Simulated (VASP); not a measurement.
**Au: single point with PBE**

Au:

```xyz
2
Lattice="2.9734 -0.0682 -0.0001 -1.5458 2.5354 0.0003 -0.0001 0.0006 4.8516" Properties=species:S:1:pos:R:3 pbc="T T T"
Au   -0.0068    1.6456    3.6383
Au    1.4344    0.8222    1.2136
```

This isn't the form of Au at room conditions, which is fcc.

The cell isn't the ideal one: all atoms moved at random, sigma 0.1 Å a component; relaxed back.

- Program: VASP 6.6.1
- Task: single point
- Functional: PBE
- Potentials or basis: VASP PAW PBE potentials, release 64 (Au)
- Cutoff: 520 eV
- k mesh: 12 × 12 × 8
- Occupations: gaussian, width 0.15 eV
- Spin: no spin polarisation
- Dipole correction: no
- Further INCAR settings: ALGO = Fast; EDIFF = 1e-07; NBANDS = 18

| Quantity | Value |
| --- | --- |
| Pressure | -0.2 GPa |
| Largest force | 0.014 eV/Å |
| Band gap on the k mesh | none (metal or under the smearing width) |

Forces in eV/Å, atoms in the order of the input:
```
Au  -0.009  0.007  0.008
Au   0.009 -0.007 -0.008
```

Levels at points of the mesh, in eV from the Fermi level:
| k point | band 7 | band 8 | band 9 | band 10 | band 11 | band 12 | band 13 | band 14 | band 15 | band 16 |
| --- | --- | --- | --- | --- | --- | --- | --- | --- | --- | --- |
| (0.00, 0.00, 0.00) | -3.75 | -3.66 | -3.28 | -2.22 | -2.11 | -0.81 | 2.55 | 14.18 | 15.87 | 16.66 |
| (0.50, 0.00, 0.00) | -3.40 | -1.96 | -1.91 | -1.77 | 0.38 | 1.59 | 5.78 | 7.15 | 7.26 | 9.59 |
| (0.00, 0.50, 0.00) | -3.37 | -1.96 | -1.90 | -1.76 | 0.37 | 1.62 | 5.77 | 7.12 | 7.30 | 9.53 |
| (0.50, 0.50, 0.00) | -3.78 | -2.02 | -1.89 | -1.79 | 0.17 | 0.92 | 5.52 | 6.53 | 7.18 | 10.68 |
| (0.00, 0.00, 0.50) | -4.09 | -4.09 | -2.71 | -2.71 | -2.48 | -2.48 | 10.53 | 10.54 | 14.70 | 14.70 |
| (0.50, 0.00, 0.50) | -2.42 | -2.42 | -1.79 | -1.79 | 0.74 | 0.74 | 3.81 | 3.81 | 12.69 | 12.70 |
| (0.00, 0.50, 0.50) | -2.44 | -2.44 | -1.78 | -1.78 | 0.77 | 0.77 | 3.82 | 3.83 | 12.65 | 12.65 |
| (0.50, 0.50, 0.50) | -2.22 | -2.22 | -1.89 | -1.89 | 0.14 | 0.15 | 3.27 | 3.27 | 12.64 | 12.66 |

Run time: 110 s on 1 thread of Intel(R) Xeon(R) 6975P-C (Granite Rapids), with other jobs on the host, peak memory 0.4 GiB.

The run has no spin-orbit coupling, so splittings on Au are missing.
